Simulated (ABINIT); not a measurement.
TiC:

```
CELL_PARAMETERS angstrom
0.00000 2.16572 2.16572
2.16572 0.00000 2.16572
2.16572 2.16572 0.00000
ATOMIC_POSITIONS crystal
Ti 0.00000 0.00000 0.00000
C 0.50000 0.50000 0.50000
```

The cell is a database's computed one.

Base run:

- Program: ABINIT 10.8.3 (patched build)
- Functional: PBEsol
- Potentials or basis: PseudoDojo NC SR PBEsol v0.4.1 standard
- Cutoff: 1034 eV
- k mesh: 8 × 8 × 8
- Occupations: fermi-dirac, width 0.05 eV
- Spin: no spin polarisation

Its results: band gap on the k mesh none (metal or under the smearing width); pressure -6.9 GPa.

Q: The run is repeated on the same cell with these changes: functional from PBEsol to PBE; potentials or basis from PseudoDojo NC SR PBEsol v0.4.1 standard to PseudoDojo NC SR PBE v0.4.1 standard; cutoff from 1034 eV to 1143 eV. What comes out?

A: Band gap on the k mesh none (metal or under the smearing width); pressure 0.3 GPa.

Not every run made on this cell is shown here.
